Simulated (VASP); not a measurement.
**A VASP 6.6.1 single-point calculation on SiC**

INCAR

```
LWAVE = .FALSE.
NBANDS = 11
LCHARG = .FALSE.
NSW = 0
ENCUT = 520
IBRION = -1
ISMEAR = -4
LREAL = .FALSE.
ISIF = 2
LASPH = .TRUE.
EDIFF = 1E-7
GGA = PS
NELM = 120
PREC = Accurate
SIGMA = 0.005
```

KPOINTS

```
KPOINTS created by Atomic Simulation Environment
0
Gamma
8 8 8
0 0 0
```

POSCAR

```
Si C
 1.0000000000000000
     2.5615999999999999   -0.0119000000000000    0.0189000000000000
    -0.0119000000000000    2.6095999999999999    0.0479000000000000
     0.0189000000000000    0.0479000000000000    2.5863999999999998
 Si  C
   1   1
Cartesian
  2.5633032199999999  0.0670201200000000  2.5855761399999997
  1.2620504399999999  1.3677491400000001  1.3251922199999999
```

The recommended PBE PAW datasets give the neutral cell 8 valence electrons.

Command

```
mpirun -np 1 vasp_std
```

OSZICAR

```
N       E                     dE             d eps       ncg     rms          rms(c)
DAV:   1     0.367074260050E+01    0.36707E+01   -0.40343E+03  6056   0.622E+02
DAV:   2    -0.117409172514E+02   -0.15412E+02   -0.14759E+02  7412   0.995E+01
DAV:   3    -0.122031659112E+02   -0.46225E+00   -0.45832E+00  7202   0.130E+01
DAV:   4    -0.122042116655E+02   -0.10458E-02   -0.10456E-02  6332   0.745E-01
DAV:   5    -0.122042135947E+02   -0.19292E-05   -0.19293E-05  7004   0.308E-02    0.574E+00
DAV:   6    -0.116633680554E+02    0.54085E+00   -0.25721E+00  6140   0.629E+00    0.265E+00
DAV:   7    -0.116563968291E+02    0.69712E-02   -0.53194E-02  6925   0.161E+00    0.132E+00
DAV:   8    -0.116507127816E+02    0.56840E-02   -0.62971E-03  6270   0.498E-01    0.137E-01
DAV:   9    -0.116505365251E+02    0.17626E-03   -0.52429E-04  7534   0.997E-02    0.598E-02
DAV:  10    -0.116505313669E+02    0.51582E-05   -0.59542E-05  6521   0.365E-02    0.837E-03
DAV:  11    -0.116505295919E+02    0.17750E-05   -0.37119E-06  6754   0.917E-03    0.508E-03
DAV:  12    -0.116505289633E+02    0.62866E-06   -0.20625E-06  6581   0.572E-03    0.982E-04
DAV:  13    -0.116505289097E+02    0.53554E-07   -0.50586E-08  3520   0.165E-03
   1 F= -.11650529E+02 E0= -.11650529E+02  d E =0.000000E+00
```

Standard output (part)

```
POSCAR found type information on POSCAR SiC
 POSCAR found :  2 types and       2 ions
 LDA part: xc-table for (Slater+PW92), standard interpolation
 POSCAR, INCAR and KPOINTS ok, starting setup
 WAVECAR not read
 entering main loop
|     Tetrahedron method does not include variations of the Fermi             |
|     occupations, so forces and stress will be inaccurate. We suggest        |
|     using a different smearing scheme ISMEAR = 1 or 2 for metals in         |
|     relaxations.                                                            |
```

From OUTCAR

```
k-points           NKPTS =    260   k-points in BZ     NKDIM =    260   number of bands    NBANDS=     11

   NELECT =       8.0000    total number of electrons

   dimension x,y,z NGX =    20 NGY =   20 NGZ =   20
   dimension x,y,z NGXF=    40 NGYF=   40 NGZF=   40

  energy-cutoff  :      520.00
  volume of cell :       17.28
      direct lattice vectors                 reciprocal lattice vectors
     2.561600000 -0.011900000  0.018900000     0.390410828  0.001833296 -0.002886862
    -0.011900000  2.609600000  0.047900000     0.001833296  0.383339409 -0.007112824
     0.018900000  0.047900000  2.586400000    -0.002886862 -0.007112824  0.386790622

 k-points in reciprocal lattice and weights: KPOINTS created by Atomic Simulation Env
   0.00000000  0.00000000  0.00000000       0.002
   0.12500000  0.00000000 -0.00000000       0.004
   0.25000000  0.00000000 -0.00000000       0.004
   0.37500000  0.00000000 -0.00000000       0.004
   0.50000000  0.00000000 -0.00000000       0.002
  -0.00000000  0.12500000  0.00000000       0.004
   0.12500000  0.12500000 -0.00000000       0.004
   0.25000000  0.12500000  0.00000000       0.004
   ...

 E-fermi :  12.0510

 k-point     1 :       0.0000    0.0000    0.0000
  band No.  band energies     occupation
      1      -6.1653      2.00000
      2      10.4997      2.00000
      3      11.0676      2.00000
      4      11.2368      2.00000
      5      14.4225      0.00000
      6      16.7679      0.00000
      7      17.0031      0.00000
      8      25.1292      0.00000
      9      25.7333      0.00000
     10      26.2914      0.00000
     11      32.2972      0.00000

 k-point     2 :       0.1250    0.0000   -0.0000
  band No.  band energies     occupation
      1      -5.8448      2.00000
      2       8.7508      2.00000
      3      10.7552      2.00000
      4      11.3158      2.00000
      5      14.9113      0.00000
      6      17.1004      0.00000
      7      19.1479      0.00000
      8      24.5173      0.00000
      9      25.0362      0.00000
     10      25.8006      0.00000
     11      32.2072      0.00000

 k-point     3 :       0.2500    0.0000   -0.0000
  band No.  band energies     occupation
      1      -4.8905      2.00000
      2       5.1561      2.00000
      3      11.4040      1.99971
      4      11.9565      1.57896
      5      15.6614      0.00000
      6      18.0459      0.00000
      7      20.9078      0.00000
      8      22.7305      0.00000
      9      23.0086      0.00000
     10      27.1923      0.00000
     11      30.3334      0.00000

 k-point     4 :       0.3750    0.0000   -0.0000
  band No.  band energies     occupation
      1      -3.3388      2.00000
      2       1.8976      2.00000
      3      12.2563      1.84509
      4      12.7888      0.37992
      5      16.7154      0.00000
      6      19.4450      0.00000
      7      19.9969      0.00000
      8      20.6783      0.00000
      9      21.1137      0.00000
     10      26.8629      0.00000
     11      31.1374      0.00000

 k-point     5 :       0.5000    0.0000   -0.0000
  band No.  band energies     occupation
      1      -1.7597      2.00000
      2      -0.2620      2.00000
      3      12.7187      1.41674
      4      13.2357      0.10595
      5      17.5705      0.00000
      6      19.0357      0.00000
      7      19.7253      0.00000
      8      20.2555      0.00000
      9      20.4557      0.00000
     10      25.1818      0.00000
     11      31.3762      0.00000

 ...

  Total        0.7005110      1.4084472      1.0450384     -0.1048626      0.4375784      0.2276801
  in kB       64.9419670    130.5722908     96.8819096     -9.7214484     40.5663838     21.1074409
  external PRESSURE =      97.4653891 kB  Pullay stress =       0.0000000 kB

 POSITION                                       TOTAL-FORCE (eV/Angst)
 -----------------------------------------------------------------------------------
      2.56330      0.06702      2.58558         0.027953     -0.073703     -0.113524
      1.26205      1.36775      1.32519        -0.027953      0.073703      0.113524
 -----------------------------------------------------------------------------------
    total drift:                               -0.000022     -0.000031     -0.000026

  FREE ENERGIE OF THE ION-ELECTRON SYSTEM (eV)
  ---------------------------------------------------
  free  energy   TOTEN  =       -11.6505289097 eV

  energy  without entropy=      -11.6505289097  energy(sigma->0) =      -11.65052891
```

It converged. Results: gap between bands v and c on the k mesh -4.28 eV (bands overlap: a metal); least direct gap on the k mesh 0.06 eV; pressure 9.7 GPa; largest force 0.14 eV/Å. Band v is the last that the valence electrons fill when counted band by band, and c is the next.

For comparison, a separate PBEsol run of the intended cell, on usual settings and not on those above, gives a gap of -4.25 eV on its mesh and a pressure of 8.0 GPa.

The run above took about 14 s on one core of a shared host (Intel Xeon 6975P-C) and held 0.16 GiB at most.
